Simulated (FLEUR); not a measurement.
# GaN (F-43m) in FLEUR: single point with PBEsol

Aim: the single point of GaN with PBEsol.

All numbers are computed with FLEUR MaX-R8.1 (later development tree); they aren't measurements. Logs are shortened: lines on timing, memory, paths and dates and some standing lists are left out, and cuts for length are marked.

**Experimental background.**

From a printed reference work, textbook, for a bulk crystal of GaN at 0 K: band gap 3.299 eV (direct).

The results are compared with them further down.

## 1. The structure

Symmetry: F-43m, No. 216, cubic system. The conventional cell has a = 4.507 Å, b = 4.507 Å, c = 4.507 Å, α = 90.00°, β = 90.00°, γ = 90.00°. Ga (site symmetry -43m) is surrounded by 4 N at 1.95 Å. N (site symmetry -43m) has 4 Ga at 1.95 Å as nearest neighbours.

The cell is a database's computed one.

## 2. Single point, PBEsol

The input, inp.xml:

```xml
<?xml version="1.0" encoding="UTF-8" standalone="no"?>
<fleurInput fleurInputVersion="0.39">
   <comment>
      GaN                                                                                                 
   </comment>
   <calculationSetup>
      <cutoffs Kmax="5.21" Gmax="16.2" GmaxXC="16.2" numbands="0"/>
      <scfLoop itmax="60" minDistance="0.00001" maxIterBroyd="15" imix="Anderson" alpha="0.05" precondParam="0.0" spinf="2.0" sdNocoIR="T"/>
      <coreElectrons ctail="T" frcor="F" kcrel="0" coretail_lmax="0"/>
      <xcFunctional name="PBEs" relativisticCorrections="F"/>
      <magnetism jspins="1"/>
      <soc l_soc="F" theta="0.0" phi="0.0" spav="F"/>
      <expertModes spex="0" secvar="F"/>
      <geometryOptimization l_f="F" forcealpha="1.0" forcemix="BFGS" epsdisp="0.00001" epsforce="0.00001"/>
      <ldaU l_linMix="F" mixParam="0.05" spinf="1.0"/>
   </calculationSetup>
   <cell>
      <bzIntegration valenceElectrons="26.0" mode="hist" fermiSmearingEnergy="0.00183747">
         <kPointListSelection listName="default-1"/>
         <!-- k-points included here -->
         <xi:include xmlns:xi="http://www.w3.org/2001/XInclude" href="kpts.xml"> </xi:include>
      </bzIntegration>
      <!-- symmetry operations included here -->
      <xi:include xmlns:xi="http://www.w3.org/2001/XInclude" href="sym.xml"> </xi:include>
      <bulkLattice scale="1.0">
         <bravaisMatrix>
            <row-1>    0.0000000000000000     4.2584989697947204     4.2584989697947204</row-1>
            <row-2>    4.2584989697947204     0.0000000000000000     4.2584989697947204</row-2>
            <row-3>    4.2584989697947204     4.2584989697947204     0.0000000000000000</row-3>
         </bravaisMatrix>
      </bulkLattice>
   </cell>
   <atomSpecies>
      <species name="Gallium (Ga)" element="Ga" atomicNumber="31">
         <mtSphere radius="1.88" gridPoints="641" logIncrement="0.019"/>
         <atomicCutoffs lmax="8" lnonsphr="8"/>
         <electronConfig flipSpins="F">
            <coreConfig>(1s1/2) (2s1/2) (2p1/2) (2p3/2)</coreConfig>
            <valenceConfig>(3s1/2) (3p1/2) (3p3/2) (4s1/2) (3d3/2) (3d5/2) (4p1/2) (4p3/2)</valenceConfig>
            <stateOccupation state="(4p1/2)" spinUp="0.166667" spinDown="0.166667"/>
            <stateOccupation state="(4p3/2)" spinUp="0.333333" spinDown="0.333333"/>
         </electronConfig>
         <energyParameters s="4" p="4" d="3" f="4"/>
         <lo type="SCLO" l="0" n="3" eDeriv="0"/>
         <lo type="SCLO" l="1" n="3" eDeriv="0"/>
         <lo type="SCLO" l="1" n="3" eDeriv="1"/>
         <lo type="HELO" l="2" n="4" eDeriv="0"/>
         <lo type="HELO" l="2" n="4" eDeriv="1"/>
         <lo type="SCLO" l="3" n="4" eDeriv="2"/>
      </species>
      <species name="Nitrogen (N)" element="N" atomicNumber="7">
         <mtSphere radius="1.44" gridPoints="489" logIncrement="0.021"/>
         <atomicCutoffs lmax="8" lnonsphr="8"/>
         <electronConfig flipSpins="F">
            <coreConfig>(1s1/2)</coreConfig>
            <valenceConfig>(2s1/2) (2p1/2) (2p3/2)</valenceConfig>
            <stateOccupation state="(2p1/2)" spinUp="0.500000" spinDown="0.500000"/>
            <stateOccupation state="(2p3/2)" spinUp="1.000000" spinDown="1.000000"/>
         </electronConfig>
         <energyParameters s="2" p="2" d="3" f="4"/>
         <lo type="SCLO" l="0" n="2" eDeriv="2"/>
         <lo type="SCLO" l="1" n="2" eDeriv="2"/>
         <lo type="SCLO" l="2" n="3" eDeriv="2"/>
      </species>
   </atomSpecies>
   <atomGroups>
      <atomGroup species="Gallium (Ga)">
         <relPos label="                   1">.0000000000 .0000000000 .0000000000</relPos>
         <force calculate="T" relaxXYZ="TTT"/>
      </atomGroup>
      <atomGroup species="Nitrogen (N)">
         <relPos label="                   2">1.000/4.000 1.000/4.000 1.000/4.000</relPos>
         <force calculate="T" relaxXYZ="TTT"/>
      </atomGroup>
   </atomGroups>
   <output dos="F" band="F" slice="F">
      <checks vchk="F" cdinf="F"/>
      <bandDOS minEnergy="-.5*Htr" maxEnergy="0.5*Htr" sigma="0.015" storeEVData="T"/>
      <vacuumDOS vacdos="F" integ="F" star="F" nstars="0" locx1="0.0" locy1="0.0" locx2="0.0" locy2="0.0" nstm="0" tworkf="0.0"/>
      <unfoldingBand unfoldBand="F" supercellX="1" supercellY="1" supercellZ="1"/>
      <plotting iplot="0" polar="F">
         <plot TwoD="T" vec1="  1.0  0.0  0.0" vec2="  0.0  1.0  0.0" vec3="  0.0  0.0  1.0" zero="  0.0  0.0  0.0" file="plot"/>
      </plotting>
      <chargeDensitySlicing numkpt="0" minEigenval="0.0" maxEigenval="0.0" nnne="0" pallst="F"/>
      <specialOutput eonly="F"/>
      <moessbauerParams electricFieldGradient="T" isomerShift="T" coreHyperfine="T" valenceHyperfine="T"/>
      <magneticCircularDichroism mcd="F" energyLo="-10.0" energyUp="0.0"/>
   </output>
  <!-- We include the file relax.xml here to enable relaxations (see documentation) -->
  <xi:include xmlns:xi="http://www.w3.org/2001/XInclude" href="relax.xml"> <xi:fallback/> </xi:include>
</fleurInput>
```

The input, crystal.txt:

```
GaN
&input cartesian=F /
0.0000000000  2.2535006075  2.2535006075
2.2535006075  0.0000000000  2.2535006075
2.2535006075  2.2535006075  0.0000000000
1.8897261246
1.0 1.0 1.0

2
31 0.0000000000  0.0000000000  0.0000000000
7 0.2500000000  0.2500000000  0.2500000000

&kpt div1=10 div2=10 div3=10 gamma=T /
```

Potentials or basis: all-electron, FLAPW.

Started as:

```
inpgen -f crystal.txt -profile fastHighL
# inp.xml edited to the form shown
fleur_MPI
```

What it wrote:

```text
Welcome to FLEUR        (www.flapw.de)
      MaX-Release 8.1          (www.max-centre.eu)

 ========== k-point set info ==========
 Selected k-point list: default-1
 k-point list type: mesh
 10 x 10 x 10
 Number of k points: 47

 ------------Calculation Setup---------------------------
 Number of MPI-tasks      :            1
 Number of PE/node        :            1
 Number of OMP-threads    :            1
 Most efficient MPI parallelization for:
           1          47
 Additional eigenvalue parallelization possible
 Number of basis functions:          461
 Approximate size of matrices (H+S) per k-point:         0.006 GB
 --------------------------------------------------------
 Iteration:     1   Distance:      24.27551428 me/bohr^3
 Iteration:     2   Distance:      20.82083401 me/bohr^3
 Iteration:     3   Distance:       7.90263885 me/bohr^3
 Iteration:     4   Distance:       4.36279964 me/bohr^3
 Iteration:     5   Distance:       3.10037587 me/bohr^3
 Iteration:     6   Distance:       0.34778717 me/bohr^3
 Iteration:     7   Distance:       0.32481609 me/bohr^3
 Iteration:     8   Distance:       0.03281804 me/bohr^3
 Iteration:     9   Distance:       0.02170140 me/bohr^3
 Iteration:    10   Distance:       0.00313266 me/bohr^3
 Iteration:    11   Distance:       0.00060822 me/bohr^3
 Iteration:    12   Distance:       0.00016940 me/bohr^3
 Iteration:    13   Distance:       0.00001818 me/bohr^3
 Iteration:    14   Distance:       0.00001346 me/bohr^3
 Iteration:    15   Distance:       0.00000175 me/bohr^3

 ********************************************************************
 Run finished successfully
 Stop message:
   all done
 ********************************************************************
```

out.xml (last iteration):

```text
<iteration numberForCurrentRun="   15" overallNumber="   15">
         <energyParameters units="Htr">
            <atomicEP atomType="1" spin="1" branch="4s" branchLowest="-4.92" branchHighest="2.29" value="-0.0854943498"/>
            <atomicEP atomType="1" spin="1" branch="4p" branchLowest="-3.11" branchHighest="3.10" value="0.0723776779"/>
            <atomicEP atomType="1" spin="1" branch="3d" branchLowest="-9.99" branchHighest="-0.10" value="-0.2118179231"/>
            <atomicEP atomType="1" spin="1" branch="4f" branchLowest="-9.99" branchHighest="4.81" value="0.4025644879"/>
            <loAtomicEP atomType="1" spin="1" branch="3s" branchLowest="-45.83" branchHighest="-4.92" value="-4.9330008267"/>
            <loAtomicEP atomType="1" spin="1" branch="3p" branchLowest="-39.84" branchHighest="-3.11" value="-3.1308548779"/>
            <loAtomicEP atomType="1" spin="1" branch="3p" branchLowest="-39.84" branchHighest="-3.11" value="-3.1308548779"/>
            <heloAtomicEP atomType="1" spin="1" branch="4d" branchLowest="3.11" branchHighest="3.11" value="3.1131020147"/>
            <heloAtomicEP atomType="1" spin="1" branch="4d" branchLowest="3.11" branchHighest="3.11" value="3.1131020147"/>
            <loAtomicEP atomType="1" spin="1" branch="4f" branchLowest="-9.99" branchHighest="4.81" value="0.4025667511"/>
            <atomicEP atomType="2" spin="1" branch="2s" branchLowest="-13.46" branchHighest="1.40" value="-0.3240720103"/>
            <atomicEP atomType="2" spin="1" branch="2p" branchLowest="-9.99" branchHighest="1.51" value="-0.0206713145"/>
            <atomicEP atomType="2" spin="1" branch="3d" branchLowest="-9.99" branchHighest="5.87" value="0.2167664129"/>
            <atomicEP atomType="2" spin="1" branch="4f" branchLowest="-9.99" branchHighest="10.07" value="0.3768778467"/>
            <loAtomicEP atomType="2" spin="1" branch="2s" branchLowest="-13.46" branchHighest="1.40" value="-0.3240720103"/>
            <loAtomicEP atomType="2" spin="1" branch="2p" branchLowest="-9.99" branchHighest="1.51" value="-0.0207262704"/>
            <loAtomicEP atomType="2" spin="1" branch="3d" branchLowest="-9.99" branchHighest="5.87" value="0.2167675690"/>
         </energyParameters>
         <eigenvalues>
            <eigenvaluesAt spin="1" ikpt="1" k_x="0.00000000" k_y="0.00000000" k_z="0.00000000">
                      -4.9329677597       -3.1290081195       -3.1290081195       -3.1290081195       -0.3119255525
                      -0.2222343150       -0.2222343150       -0.2222343150       -0.2104756239       -0.2104756239
                       0.2733611502        0.2733611502        0.2733611502        0.3350672685        0.6484134001
                       0.6484134001        0.6484134001        0.9134891014        0.9577338690        0.9577338690
                       0.9577338690
            </eigenvaluesAt>
            <eigenvaluesAt spin="1" ikpt="2" k_x="0.00000000" k_y="0.00000000" k_z="0.10000000">
                      -4.9329675383       -3.1290137814       -3.1290094438       -3.1290094438       -0.3078354535
                      -0.2217364489       -0.2217364489       -0.2208036908       -0.2105322175       -0.2105322175
                       0.2325009721        0.2693844789        0.2693844789        0.3667948255        0.6299598081
                       0.6544790552        0.6544790552        0.9096823407        0.9096823407        0.9104939859
[... 39 lines left out ...]
            <totalCharge value="37.9999999993"/>
         </allElectronCharges>
         <moessbauerParams unitsHFF="kG" unitsIS="e/bohr^3" unitsEFG="Htr/bohr^2">
            <coreIsomerShift atomType="1" isTotal="27949.48873">
               <shell n="1" l="0" isomerShift="25400.46112"/>
               <shell n="2" l="0" isomerShift="2528.35260"/>
               <shell n="2" l="1" isomerShift="20.67501"/>
            </coreIsomerShift>
            <coreIsomerShift atomType="2" isTotal="199.63802">
               <shell n="1" l="0" isomerShift="199.63802"/>
            </coreIsomerShift>
            <isomerShift atomType="1" nucleusRadius="0.0000972" averageDensity="28346.34782"/>
            <isomerShift atomType="2" nucleusRadius="0.0000569" averageDensity="208.39492"/>
            <electricFieldGradient atomType="1" VXX="0.00000" VYY="0.00000" VZZ="0.00000" asymParam="0.00000">
            </electricFieldGradient>
            <electricFieldGradient atomType="2" VXX="0.00000" VYY="0.00000" VZZ="0.00000" asymParam="0.00000">
            </electricFieldGradient>
         </moessbauerParams>
         <totalEnergy                                    value="    -1997.2522634801" units="Htr">
            <sumOfEigenvalues                            value="    -1138.0399308427">
               <coreElectrons value="-1107.7260094842"/>
               <valenceElectrons value="-30.3139213585"/>
            </sumOfEigenvalues>
            <densityCoulombPotentialIntegral value="-3066.9283805756"/>
            <densityEffectivePotentialIntegral value="-3172.9873356941"/>
            <chargeDenXCDenIntegral value="-80.9310048780"/>
            <FockExchangeEnergyValence value="0.0000000000"/>
            <FockExchangeEnergyCore value="0.0000000000"/>
            <atomTypeDependentContributions atomType="1">
               <electronNucleiInteractionDifferentMTs value="2330.8592304936"/>
               <MadelungTerm value="-20.9723650824"/>
            </atomTypeDependentContributions>
            <atomTypeDependentContributions atomType="2">
               <electronNucleiInteractionDifferentMTs value="61.6950169507"/>
               <MadelungTerm value="-4.2778606389"/>
            </atomTypeDependentContributions>
            <tkbTimesEntropy value="0.0000000000"/>
            <freeEnergy value="-1997.2522634801"/>
            <extrapolationTo0K value="-1997.2522634801"/>
         </totalEnergy>
         <densityConvergence units="me/bohr^3">
            <chargeDensity spin="1" distance="0.0000017478"/>
         </densityConvergence>
      </iteration>
```

Wall time 1.7 min (1 thread of AMD EPYC 7R43 (Zen 3), shared host); peak memory 0.06 GiB.

What came out:

```yaml
Free_energy: -54348.0028 eV
Band_gap_on_the_k_mesh: 1.68 eV, direct
Valence_electrons_inside_the_program's_atomic_spheres: Ga 18.57; N 3.42 (radii Ga 1.88, N 1.44 bohr)
```

Levels at points of the mesh, in eV from the valence-band top:
| k point | band 9 | band 10 | band 11 | band 12 | band 13 | band 14 | band 15 | band 16 | band 17 | band 18 |
| --- | --- | --- | --- | --- | --- | --- | --- | --- | --- | --- |
| (0.00, 0.00, 0.00) | -13.17 | -13.17 | 0.00 | 0.00 | 0.00 | 1.68 | 10.21 | 10.21 | 10.21 | 17.42 |
| (0.00, 0.00, 0.50) | -13.12 | -11.88 | -7.11 | -0.98 | -0.98 | 4.56 | 8.63 | 10.25 | 10.25 | 15.44 |
| (0.00, 0.50, 0.50) | -13.09 | -11.44 | -6.18 | -2.73 | -2.73 | 3.22 | 6.56 | 11.57 | 13.87 | 13.87 |

Core levels (eV from the Fermi level):
```
atom                                                       levels
1 Ga  1s1/2 -10212.3, 2s1/2 -1254.6, 2p1/2 -1110.2, 2p3/2 -1082.6
 2 N                                                 1s1/2 -373.6
```

## 3. How close it comes

Step 2. Measured gap of GaN: 3.299 eV (direct; 0 K; a printed reference work, textbook). This calculation gives 1.68 eV (-1.62 eV). Spin-orbit coupling on Ga is left out. The value is that of PBEsol, without temperature or zero-point motion. Semilocal functionals fall short of measured gaps as a rule. The cell is a database's relaxed one, not the measured one, which moves gaps too.
